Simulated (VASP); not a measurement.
Write the native input for VASP 6.6.1 that does the following.

| Quantity | Value |
| --- | --- |
| Task | single point |
| Functional | PBE |
| Potentials or basis | VASP PAW PBE potentials, release 64 (B, N) |
| Cutoff | 520 eV |
| k mesh | 13 × 13 × 4 |
| Occupations | fermi-dirac, width 0.02 eV |
| Spin | no spin polarisation |
| Dipole correction | no |
| Further INCAR settings | ALGO = Normal; EDIFF = 1e-06; NBANDS = 16 |

The structure of BN lies in POSCAR:

```
BN
1.0
    2.4982400000      0.0000000000      0.0000000000
   -1.2491200000      2.1635393048      0.0000000000
    0.0000000000      0.0000000000      6.6357000000
B N
2 2
Direct
    0.3333333333      0.6666666667      0.2500000000
    0.6666666667      0.3333333333      0.7500000000
    0.3333333333      0.6666666667      0.7500000000
    0.6666666667      0.3333333333      0.2500000000
```

The input as run:

INCAR

```
  ALGO = Normal
  EDIFF = 1E-6
  ENCUT = 520
  GGA = PE
  ISIF = 2
  ISMEAR = -1
  LASPH = T
  LCHARG = F
  LREAL = F
  LWAVE = F
  NBANDS = 16
  NELM = 100
  PREC = Accurate
  SIGMA = 0.02
```

KPOINTS

```
k-points
0
Gamma
  13 13 4
```

Potentials or basis: VASP PAW PBE potentials, release 64 (B, N).

Run with:

```bash
$ cat potpaw_PBE.64/B/POTCAR potpaw_PBE.64/N/POTCAR > POTCAR
$ mpirun -np 1 vasp_std > vasp.out
```

It gave:

| Quantity | Value |
| --- | --- |
| Pressure | 5.2 GPa |
| Band gap on the k mesh | 4.30 eV, indirect (least direct gap 4.68 eV) |

Caveat: an odd mesh through Γ misses points on the zone boundary, where band edges often lie; this functional lacks dispersion, which binds the layers, so the pressure and a relaxed spacing across them are unreliable.

It took 31 s on 1 thread of Intel(R) Xeon(R) Platinum 8488C (Sapphire Rapids), with other jobs on the host, peak memory 0.16 GiB.
